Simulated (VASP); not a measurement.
Write the native input for VASP 6.6.1 that does the following.

- Task: single point
- Functional: PBE
- Potentials or basis: VASP PAW PBE potentials, release 64 (K_sv, F)
- Cutoff: 520 eV
- k mesh: 4 × 4 × 4
- Occupations: gaussian, width 0.1 eV
- Spin: no spin polarisation
- Dipole correction: no
- Further INCAR settings: ALGO = Fast; EDIFF = 1e-06; NBANDS = 20

The structure of K2F lies in POSCAR:

```
K2F
1.0
    0.0000000000      3.6085149907      3.6085149907
    3.6085149907      0.0000000000      3.6085149907
    3.6085149907      3.6085149907      0.0000000000
K F
2 1
Direct
    0.2500000000      0.2500000000      0.2500000000
    0.7500000000      0.7500000000      0.7500000000
    0.5000000000      0.5000000000      0.5000000000
```

The cell was built by a generator and needn't be a form met in nature.

The cell isn't the ideal one: random cell by space group and Wyckoff sites (Fm-3m, No. 225).

One way to write it, as run:

INCAR

```
SYSTEM = K2F
PREC     = Accurate       ! precision mode
ENCUT    = 520            ! plane-wave cutoff, eV
EDIFF    = 1E-6           ! SCF threshold, eV
ISMEAR   = 0              ! smearing method
SIGMA    = 0.1            ! smearing width, eV
LREAL    = .FALSE.        ! projectors in reciprocal space
LASPH    = .TRUE.         ! aspherical terms in the spheres
NELM     = 60             ! most SCF steps
ALGO     = Fast           ! electronic algorithm
ISIF     = 2              ! what is computed and relaxed
LWAVE    = .FALSE.        ! write WAVECAR
LCHARG   = .TRUE.         ! write CHGCAR
GGA      = PE             ! functional
LELF     = .TRUE.         ! ELF
LVHAR    = .TRUE.       
NBANDS   = 20             ! bands
```

KPOINTS

```
regular mesh
0
G
  4 4 4
  0 0 0
```

Potentials or basis: VASP PAW PBE potentials, release 64 (K_sv, F).

The run is started by

```bash
$ cat potpaw_PBE.64/K_sv/POTCAR potpaw_PBE.64/F/POTCAR > POTCAR
$ mpirun -np 1 vasp_std > vasp.out
```

It gave:

```yaml
Pressure: -0.1 GPa
Band_gap_on_the_k_mesh: none (metal or under the smearing width)
```

Caveat: the k mesh is coarse (spacing up to 0.38 Å⁻¹), so the values aren't converged; an odd number of electrons without spin polarisation forces a metal; a magnetic or distorted state may lie lower.

It took 39 s on 1 thread of Intel(R) Xeon(R) Platinum 8559C (Emerald Rapids) (shared host), peak memory 0.23 GiB.
